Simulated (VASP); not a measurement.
All values below come from optB88-vdW, VASP's PBE PAW potentials (set 64) (plane waves; VASP 6.6.1).

The input files of a VASP run:

**POSCAR**
```
BaF2
1
    0.0000000000     3.0881704996     3.0881704996
    3.0881704996     0.0000000000     3.0881704996
    3.0881704996     3.0881704996    -0.0000000000
Ba F
1 2
Direct
  0.0000000000   1.0000000000   0.0000000000
  0.2500000000   0.2500000000   0.2500000000
  0.7500000000   0.7500000000   0.7500000000
```

**INCAR**
```
SYSTEM = BaF2
PREC = Accurate
ENCUT = 520
EDIFF = 1E-6
NELM = 100
ALGO = Normal
LREAL = .FALSE.
LASPH = .TRUE.
ISMEAR = 0
SIGMA = 0.05
GGA = BO
PARAM1 = 0.1833333333
PARAM2 = 0.22
LUSE_VDW = .TRUE.
AGGAC = 0.0
LMAXMIX = 4
LWAVE = .FALSE.
LCHARG = .FALSE.
IBRION = 2
ISIF = 3
NSW = 60
EDIFFG = -0.02
```

**KPOINTS**
```
Automatic mesh
0
Gamma
6 6 6
0 0 0
```

POTCAR, in this order: Ba_sv F (PBE.64 set). Program: vasp_std.

Output

**OSZICAR**
```
       N       E                     dE             d eps       ncg     rms          rms(c)
DAV:   1     0.167154533141E+03    0.16715E+03   -0.13444E+04   512   0.140E+03
DAV:   2    -0.728132651990E+01   -0.17444E+03   -0.16859E+03   656   0.293E+02
DAV:   3    -0.134562258883E+02   -0.61749E+01   -0.61667E+01   720   0.648E+01
DAV:   4    -0.135473039202E+02   -0.91078E-01   -0.91060E-01   616   0.678E+00
DAV:   5    -0.135510557368E+02   -0.37518E-02   -0.37517E-02   720   0.922E-01    0.906E+00
DAV:   6    -0.115370597021E+02    0.20140E+01   -0.10835E+01   512   0.270E+01    0.445E+00
DAV:   7    -0.115203743808E+02    0.16685E-01   -0.44411E-01   648   0.599E+00    0.229E+00
DAV:   8    -0.115055623586E+02    0.14812E-01   -0.68873E-02   544   0.313E+00    0.323E-01
DAV:   9    -0.115070600998E+02   -0.14977E-02   -0.14497E-02   520   0.863E-01    0.131E-01
DAV:  10    -0.115077529305E+02   -0.69283E-03   -0.19880E-03   512   0.382E-01    0.477E-02
DAV:  11    -0.115077389601E+02    0.13970E-04   -0.34759E-04   728   0.144E-01    0.198E-02
DAV:  12    -0.115077371888E+02    0.17713E-05   -0.21899E-05   520   0.395E-02    0.417E-03
DAV:  13    -0.115077369507E+02    0.23808E-06   -0.32818E-06   648   0.121E-02
   1 F= -.11507737E+02 E0= -.11507737E+02  d E =-.115077E+02
       N       E                     dE             d eps       ncg     rms          rms(c)
DAV:   1    -0.117417589913E+02   -0.23402E+00   -0.48285E+00   512   0.198E+01    0.375E+00
DAV:   2    -0.115345758199E+02    0.20718E+00   -0.11888E+00   512   0.817E+00    0.611E-01
DAV:   3    -0.115201392018E+02    0.14437E-01   -0.34995E-02   528   0.168E+00    0.354E-01
DAV:   4    -0.115159384573E+02    0.42007E-02   -0.20684E-02   736   0.951E-01    0.102E-01
DAV:   5    -0.115160200894E+02   -0.81632E-04   -0.46467E-04   536   0.183E-01    0.566E-02
DAV:   6    -0.115161357829E+02   -0.11569E-03   -0.14007E-04   656   0.101E-01    0.178E-02
DAV:   7    -0.115161355984E+02    0.18451E-06   -0.14930E-05   632   0.288E-02    0.643E-03
DAV:   8    -0.115161363002E+02   -0.70176E-06   -0.10545E-06   504   0.962E-03
   2 F= -.11516136E+02 E0= -.11516136E+02  d E =-.839935E-02
       N       E                     dE             d eps       ncg     rms          rms(c)
DAV:   1    -0.115215307131E+02   -0.53951E-02   -0.10963E-01   512   0.299E+00    0.570E-01
DAV:   2    -0.115168227463E+02    0.47080E-02   -0.28128E-02   512   0.125E+00    0.953E-02
DAV:   3    -0.115164844447E+02    0.33830E-03   -0.88901E-04   544   0.269E-01    0.537E-02
DAV:   4    -0.115163895294E+02    0.94915E-04   -0.47696E-04   720   0.147E-01    0.163E-02
DAV:   5    -0.115163918722E+02   -0.23429E-05   -0.14573E-05   528   0.308E-02    0.886E-03
DAV:   6    -0.115163960632E+02   -0.41909E-05   -0.37398E-06   648   0.164E-02    0.313E-03
DAV:   7    -0.115163958675E+02    0.19570E-06   -0.44525E-07   256   0.542E-03
   3 F= -.11516396E+02 E0= -.11516396E+02  d E =-.865892E-02
```

OUTCAR:
```
------------------------ aborting loop because EDIFF is reached ----------------------------------------
  FORCE on cell =-STRESS in cart. coord.  units (eV):
  Direction    XX          YY          ZZ          XY          YZ          ZX
  --------------------------------------------------------------------------------------
  Total        0.0022245      0.0022245      0.0022245      0.0000000     -0.0000000      0.0000000
  in kB        0.0589100      0.0589100      0.0589100      0.0000000     -0.0000000      0.0000000
  external PRESSURE =       0.0589100 kB  Pullay stress =       0.0000000 kB
  volume of cell :       60.50
      direct lattice vectors                 reciprocal lattice vectors
     0.000000000  3.115833212  3.115833212    -0.160470720  0.160470720  0.160470720
     3.115833212 -0.000000000  3.115833212     0.160470720 -0.160470720  0.160470720
     3.115833212  3.115833212  0.000000000     0.160470720  0.160470720 -0.160470720
 POSITION                                       TOTAL-FORCE (eV/Angst)
 -----------------------------------------------------------------------------------
      0.00000      0.00000      0.00000         0.000000     -0.000000     -0.000000
      1.55792      1.55792      1.55792        -0.000000      0.000000     -0.000000
      4.67375      4.67375      4.67375         0.000000      0.000000      0.000000
 -----------------------------------------------------------------------------------
    total drift:                               -0.000000     -0.000000      0.000000
  FREE ENERGIE OF THE ION-ELECTRON SYSTEM (eV)
  ---------------------------------------------------
  free  energy   TOTEN  =       -11.5163958675 eV

  energy  without entropy=      -11.5163958675  energy(sigma->0) =      -11.51639587

 reached required accuracy - stopping structural energy minimisation
```
(Selected blocks of OUTCAR.)

### CONTCAR
```
BaF2
   1.00000000000000
     0.0000000000000000    3.1158332122897208    3.1158332122897208
     3.1158332122897208   -0.0000000000000000    3.1158332122897208
     3.1158332122897208    3.1158332122897208    0.0000000000000000
  Ba              F
     1     2
Direct
     0.0000000000000000    0.0000000000000000    0.0000000000000000
     0.2500000000000000    0.2500000000000000    0.2500000000000000
     0.7500000000000000    0.7500000000000000    0.7500000000000000
```

**OUTCAR**
```
 val. band max:       -2.4310688796   @ k =  -0.1667   0.1667   0.0000

 cond. band min:       4.1214770684   @ k =   0.0000   0.0000   0.0000


 Fermi energy:        -2.1513529833

 k-point     1 :       0.0000    0.0000    0.0000
  band No.  band energies     occupation
      1     -25.4633      2.00000
      2     -21.1911      2.00000
      3     -21.1694      2.00000
      4     -10.2797      2.00000
      5     -10.2797      2.00000
      6     -10.2797      2.00000
      7      -3.8511      2.00000
      8      -3.8511      2.00000
      9      -3.8511      2.00000
     10      -2.4941      2.00000
     11      -2.4941      2.00000
     12      -2.4941      2.00000
     13       4.1215      0.00000
     14       6.7830      0.00000
     15       6.7830      0.00000
     16       8.9720      0.00000

 k-point     2 :       0.1667    0.0000    0.0000
  band No.  band energies     occupation
      1     -25.4180      2.00000
      2     -21.2315      2.00000
      3     -21.2097      2.00000
      4     -10.3259      2.00000
      5     -10.3187      2.00000
      6     -10.3187      2.00000
      7      -3.7435      2.00000
      8      -3.7435      2.00000
      9      -3.5851      2.00000
     10      -2.6736      2.00000
     11      -2.5299      2.00000
     12      -2.5299      2.00000
     13       4.7099      0.00000
     14       6.7502      0.00000
     15       6.7502      0.00000
     16       8.6611      0.00000

 k-point     3 :       0.3333    0.0000    0.0000
  band No.  band energies     occupation
      1     -25.3227      2.00000
      2     -21.3575      2.00000
      3     -21.2521      2.00000
      4     -10.4057      2.00000
      5     -10.3938      2.00000
      6     -10.3938      2.00000
      7      -3.5464      2.00000
      8      -3.5464      2.00000
      9      -3.0556      2.00000
     10      -2.9463      2.00000
     11      -2.5782      2.00000
     12      -2.5782      2.00000
     13       5.8326      0.00000
...
```

Energy and stress use the plane-wave basis of the starting cell. Unless said otherwise, spin-orbit coupling is left out, though it shifts the bands of the heavy elements here.

The compound is BaF2 in the fluorite structure. This run relaxes it. Symmetry was kept, so distortions that lower it aren't found. The start is the result of an earlier pass.
